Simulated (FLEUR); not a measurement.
# InP (F-43m) in FLEUR: settings compared, part 3 of 3

FLEUR MaX-R8.1 (later development tree). The steps go on from the part before.

### Step 5. Density of states, LDA exchange alone (X-alpha) (volume scaled by 0.8)

The input, inp.xml:

```xml
<?xml version="1.0" encoding="UTF-8" standalone="no"?>
<fleurInput fleurInputVersion="0.39">
   <comment>
      InP                                                                                                 
   </comment>
   <calculationSetup>
      <cutoffs Kmax="4.0" Gmax="20.0" GmaxXC="20.0" numbands="0"/>
      <scfLoop itmax="60" minDistance="0.00001" maxIterBroyd="15" imix="Anderson" alpha="0.05" precondParam="0.0" spinf="2.0" sdNocoIR="T"/>
      <coreElectrons ctail="T" frcor="F" kcrel="0" coretail_lmax="0"/>
      <xcFunctional name="x-a" relativisticCorrections="F"/>
      <magnetism jspins="1"/>
      <soc l_soc="F" theta="0.0" phi="0.0" spav="F"/>
      <expertModes spex="0" secvar="F"/>
      <geometryOptimization l_f="F" forcealpha="1.0" forcemix="BFGS" epsdisp="0.00001" epsforce="0.00001"/>
      <ldaU l_linMix="F" mixParam="0.05" spinf="1.0"/>
   </calculationSetup>
   <cell>
      <bzIntegration valenceElectrons="32.0" mode="hist" fermiSmearingEnergy="0.00367493">
         <kPointListSelection listName="default-1"/>
         <!-- k-points included here -->
         <xi:include xmlns:xi="http://www.w3.org/2001/XInclude" href="kpts.xml"> </xi:include>
      </bzIntegration>
      <!-- symmetry operations included here -->
      <xi:include xmlns:xi="http://www.w3.org/2001/XInclude" href="sym.xml"> </xi:include>
      <bulkLattice scale="1.0">
         <bravaisMatrix>
            <row-1>    0.0000000000000000     5.1408774968232080     5.1408774968232080</row-1>
[... 32 lines left out ...]
         <lo type="SCLO" l="1" n="2" eDeriv="0"/>
         <lo type="SCLO" l="0" n="3" eDeriv="2"/>
         <lo type="SCLO" l="2" n="3" eDeriv="2"/>
         <lo type="SCLO" l="3" n="4" eDeriv="2"/>
      </species>
   </atomSpecies>
   <atomGroups>
      <atomGroup species="Indium (In)">
         <relPos label="                   1">.0000000000 .0000000000 .0000000000</relPos>
         <force calculate="T" relaxXYZ="TTT"/>
      </atomGroup>
      <atomGroup species="Phosphorous (P)">
         <relPos label="                   2">-1.000/4.000 -1.000/4.000 -1.000/4.000</relPos>
         <force calculate="T" relaxXYZ="TTT"/>
      </atomGroup>
   </atomGroups>
   <output dos="F" band="F" slice="F">
      <checks vchk="F" cdinf="F"/>
      <bandDOS minEnergy="-.5*Htr" maxEnergy="0.5*Htr" sigma="0.015" storeEVData="T"/>
      <vacuumDOS vacdos="F" integ="F" star="F" nstars="0" locx1="0.0" locy1="0.0" locx2="0.0" locy2="0.0" nstm="0" tworkf="0.0"/>
      <unfoldingBand unfoldBand="F" supercellX="1" supercellY="1" supercellZ="1"/>
      <plotting iplot="0" polar="F">
         <plot TwoD="T" vec1="  1.0  0.0  0.0" vec2="  0.0  1.0  0.0" vec3="  0.0  0.0  1.0" zero="  0.0  0.0  0.0" file="plot"/>
      </plotting>
      <chargeDensitySlicing numkpt="0" minEigenval="0.0" maxEigenval="0.0" nnne="0" pallst="F"/>
      <specialOutput eonly="F"/>
      <moessbauerParams electricFieldGradient="T" isomerShift="T" coreHyperfine="T" valenceHyperfine="T"/>
      <magneticCircularDichroism mcd="F" energyLo="-10.0" energyUp="0.0"/>
   </output>
  <!-- We include the file relax.xml here to enable relaxations (see documentation) -->
  <xi:include xmlns:xi="http://www.w3.org/2001/XInclude" href="relax.xml"> <xi:fallback/> </xi:include>
</fleurInput>
```

The input, crystal.txt:

```
InP
&input cartesian=F /
0.0000000000  2.7204352154  2.7204352154
2.7204352154  0.0000000000  2.7204352154
2.7204352154  2.7204352154  0.0000000000
1.8897261246
1.0 1.0 1.0

2
49 0.0000000000  0.0000000000  0.0000000000
15 0.7500000000  0.7500000000  0.7500000000

&kpt div1=8 div2=8 div3=8 gamma=T /
```

The input, inp.xml (dos):

```
<?xml version="1.0" encoding="UTF-8" standalone="no"?>
<fleurInput fleurInputVersion="0.39">
   <comment>
      InP                                                                                                 
   </comment>
   <calculationSetup>
      <cutoffs Kmax="4.0" Gmax="20.0" GmaxXC="20.0" numbands="0"/>
      <scfLoop itmax="60" minDistance="0.00001" maxIterBroyd="15" imix="Anderson" alpha="0.05" precondParam="0.0" spinf="2.0" sdNocoIR="T"/>
      <coreElectrons ctail="T" frcor="F" kcrel="0" coretail_lmax="0"/>
      <xcFunctional name="x-a" relativisticCorrections="F"/>
      <magnetism jspins="1"/>
      <soc l_soc="F" theta="0.0" phi="0.0" spav="F"/>
      <expertModes spex="0" secvar="F"/>
      <geometryOptimization l_f="F" forcealpha="1.0" forcemix="BFGS" epsdisp="0.00001" epsforce="0.00001"/>
      <ldaU l_linMix="F" mixParam="0.05" spinf="1.0"/>
   </calculationSetup>
   <cell>
      <bzIntegration valenceElectrons="32.0" mode="hist" fermiSmearingEnergy="0.00367493">
         <kPointListSelection listName="default-1"/>
         <!-- k-points included here -->
         <xi:include xmlns:xi="http://www.w3.org/2001/XInclude" href="kpts.xml"> </xi:include>
      </bzIntegration>
      <!-- symmetry operations included here -->
      <xi:include xmlns:xi="http://www.w3.org/2001/XInclude" href="sym.xml"> </xi:include>
      <bulkLattice scale="1.0">
         <bravaisMatrix>
[... 31 lines left out ...]
         </electronConfig>
         <energyParameters s="3" p="3" d="3" f="4"/>
         <lo type="SCLO" l="1" n="2" eDeriv="0"/>
         <lo type="SCLO" l="0" n="3" eDeriv="2"/>
         <lo type="SCLO" l="2" n="3" eDeriv="2"/>
         <lo type="SCLO" l="3" n="4" eDeriv="2"/>
      </species>
   </atomSpecies>
   <atomGroups>
      <atomGroup species="Indium (In)">
         <relPos label="                   1">.0000000000 .0000000000 .0000000000</relPos>
         <force calculate="T" relaxXYZ="TTT"/>
      </atomGroup>
      <atomGroup species="Phosphorous (P)">
         <relPos label="                   2">-1.000/4.000 -1.000/4.000 -1.000/4.000</relPos>
         <force calculate="T" relaxXYZ="TTT"/>
      </atomGroup>
   </atomGroups>
   <output dos="T" band="F" slice="F">
      <checks vchk="F" cdinf="F"/>
      <bandDOS minEnergy="-0.8*Htr" maxEnergy="0.5*Htr" sigma="0.005" storeEVData="T"/>
      <vacuumDOS vacdos="F" integ="F" star="F" nstars="0" locx1="0.0" locy1="0.0" locx2="0.0" locy2="0.0" nstm="0" tworkf="0.0"/>
      <unfoldingBand unfoldBand="F" supercellX="1" supercellY="1" supercellZ="1"/>
      <plotting iplot="0" polar="F">
         <plot TwoD="T" vec1="  1.0  0.0  0.0" vec2="  0.0  1.0  0.0" vec3="  0.0  0.0  1.0" zero="  0.0  0.0  0.0" file="plot"/>
      </plotting>
      <chargeDensitySlicing numkpt="0" minEigenval="0.0" maxEigenval="0.0" nnne="0" pallst="F"/>
      <specialOutput eonly="F"/>
      <moessbauerParams electricFieldGradient="T" isomerShift="T" coreHyperfine="T" valenceHyperfine="T"/>
      <magneticCircularDichroism mcd="F" energyLo="-10.0" energyUp="0.0"/>
   </output>
  <!-- We include the file relax.xml here to enable relaxations (see documentation) -->
  <xi:include xmlns:xi="http://www.w3.org/2001/XInclude" href="relax.xml"> <xi:fallback/> </xi:include>
</fleurInput>
```

The run is started by

```bash
$ inpgen -f crystal.txt -profile fast
$ # inp.xml edited to the form shown
$ fleur_MPI
$ fleur_MPI   # second run, on inp.xml (dos)
```

Run time: 33 s. Hardware: 1 thread of Arm Neoverse V1, shared host; peak memory 0.09 GiB.

It converged, with:

* Free energy: -169070.9199 eV
* Band gap on the k mesh: 1.02 eV, indirect (least direct gap 1.56 eV)
* Valence electrons inside the program's atomic spheres: In 18.75; P 8.48 (radii In 2.25, P 1.87 bohr)

Levels at points of the mesh, in eV from the valence-band top:
| k point | band 13 | band 14 | band 15 | band 16 | band 17 | band 18 | band 19 | band 20 |
| --- | --- | --- | --- | --- | --- | --- | --- | --- |
| (0.00, 0.00, 0.00) | -13.42 | 0.00 | 0.00 | 0.00 | 1.56 | 3.75 | 3.75 | 3.75 |
| (0.00, 0.00, 0.50) | -10.72 | -7.34 | -1.41 | -1.41 | 1.73 | 4.52 | 4.52 | 6.96 |
| (0.00, 0.50, 0.50) | -9.80 | -7.05 | -3.30 | -3.30 | 1.02 | 1.82 | 10.45 | 10.61 |

States per cell in windows of 1 eV (zero at the valence-band top; states under -8 eV left out):
| from (eV) | total | INT | MT:2p | MT:1p | MT:1s | MT:2s | MT:1d |
| --- | --- | --- | --- | --- | --- | --- | --- |
| -8.0 | 0.13 | 0.07 | 0.02 | 0.01 | 0.03 | 0.00 | 0.00 |
| -7.0 | 1.08 | 0.57 | 0.17 | 0.03 | 0.24 | 0.05 | 0.02 |
| -6.0 | 0.34 | 0.17 | 0.05 | 0.02 | 0.05 | 0.03 | 0.01 |
| -5.0 | 0.71 | 0.42 | 0.14 | 0.07 | 0.04 | 0.03 | 0.02 |
| -4.0 | 1.27 | 0.73 | 0.30 | 0.14 | 0.03 | 0.02 | 0.03 |
| -3.0 | 1.23 | 0.67 | 0.34 | 0.14 | 0.02 | 0.01 | 0.04 |
| -2.0 | 0.94 | 0.48 | 0.29 | 0.10 | 0.01 | 0.01 | 0.04 |
| -1.0 | 0.30 | 0.14 | 0.11 | 0.02 | 0.00 | 0.00 | 0.02 |
| 0.0 | 0.01 | 0.01 | 0.00 | 0.00 | 0.00 | 0.00 | 0.00 |
| 1.0 | 0.30 | 0.21 | 0.01 | 0.02 | 0.02 | 0.02 | 0.01 |
| 2.0 | 1.32 | 0.83 | 0.09 | 0.08 | 0.11 | 0.10 | 0.05 |

Core levels (eV from the Fermi level):
```csv
atom,levels
1 In,"1s1/2 -27698.5, 2s1/2 -4143.1, 2p1/2 -3865.5, 2p3/2 -3655.0, 3s1/2 -782.2, 3p1/2 -670.0, 3p3/2 -632.0, 3d3/2 -432.8, 3d5/2 -425.0"
2 P,"1s1/2 -2068.7, 2s1/2 -166.9"
```

Caveat: spin-orbit coupling is left out, which moves the levels of the heavy elements.

### Step 6. Overview

```tsv
task	level	spin	cell	k mesh	smearing	inpgen profile	gmax	muffin-tin radii	lmax	kmax	gap on the mesh (eV)
density of states	Wu-Cohen GGA	off	as given	8 × 8 × 8	fermi-dirac 0.05 eV	fastHighL	12.7 1/bohr	In 2.42, P 2.02 bohr	In 10, P 8	4.11 1/bohr	0.58
band structure	PW91	SOC, no magnetisation	as given	5 × 5 × 5	fermi-dirac 0.1 eV	veryFastHighL	17.5 1/bohr	In 2.42, P 2.02 bohr	In 8, P 7	3.5 1/bohr	0.62
band structure	PW91	collinear, ferromagnetic start	as given	8 × 8 × 8	gaussian 0.05 eV	veryFastHighL	17.5 1/bohr	In 2.42, P 2.02 bohr	In 8, P 7	3.5 1/bohr	0.66
density of states	LDA exchange alone (X-alpha)	off	volume scaled by 0.8	8 × 8 × 8	fermi-dirac 0.1 eV	fast	20 1/bohr	In 2.25, P 1.87 bohr	In 6, P 5	4 1/bohr	1.02
```

Alike in all rows: potentials or basis all-electron, FLAPW.

Caveats: spin-orbit coupling is left out, which moves the levels of the heavy elements (some runs).

Compare energies only between runs with the same functional and basis.

### Step 7. Against experiment

Step 2. A measured gap of InP is 1.4236 eV (direct; 1.6 K; a printed reference work, data compilation); the calculated 0.58 eV misses it by -0.85 eV. Spin-orbit coupling on In is left out. The value is that of Wu-Cohen GGA, without temperature or zero-point motion.

Step 3. Measured gap of InP: 1.4236 eV (direct; 1.6 K; a printed reference work, data compilation). This calculation gives 0.62 eV (-0.80 eV). The value is that of PW91, without temperature or zero-point motion. Semilocal functionals fall short of measured gaps as a rule.

Step 4. Measured gap of InP: 1.4236 eV (direct; 1.6 K; a printed reference work, data compilation). This calculation gives 0.66 eV (-0.76 eV). Spin-orbit coupling on In is left out. The value is that of PW91, without temperature or zero-point motion. Semilocal functionals fall short of measured gaps as a rule.
